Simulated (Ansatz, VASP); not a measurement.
## Two plane-wave programs on CoSi

```
Co Si
1.0
     2.80957    0.00000    0.00000
     0.00000    2.80957    0.00000
     0.00000    0.00000    2.72571
Co Si
1 1
Direct
  0.00000 0.00000 0.00000
  0.50000 0.50000 0.50000
```

Change from the starting cell: stretched by -2 % along [0.0, 0.0, 1.0] at fixed volume; collinear moments without spin-orbit coupling, PAW files.

Alike in both runs: task single point; functional PBE; k mesh 10 × 10 × 11; occupations fermi-dirac, width 0.1 eV; collinear spin.

```csv
,VASP,Ansatz
version,VASP 6.6.1,Ansatz 0.2.0
potentials or method,"VASP PAW PBE potentials, release 64 (Co, Si)","PAW with Ansatz's default frozen-core files, scalar-relativistic"
plane-wave cutoff (eV),520,420
valence electrons in the cell,13,21
```

VASP gave:

```
pressure (GPa)                                                : 0.4
largest component of the traceless stress (GPa)               : 1.31
net moment per atom (μB)                                      : 0.25
size of the moment on the site where the two differ most (μB) : 0.49
```

Q: What did Ansatz give for the same quantities?

A: Pressure (GPa): 0.6; largest component of the traceless stress (GPa): 1.40; net moment per atom (μB): 0.26; size of the moment on the site where the two differ most (μB): 0.52.

Site moments also hang on the region over which each program counts them. The two sets of potentials don't hold the same shells in valence.
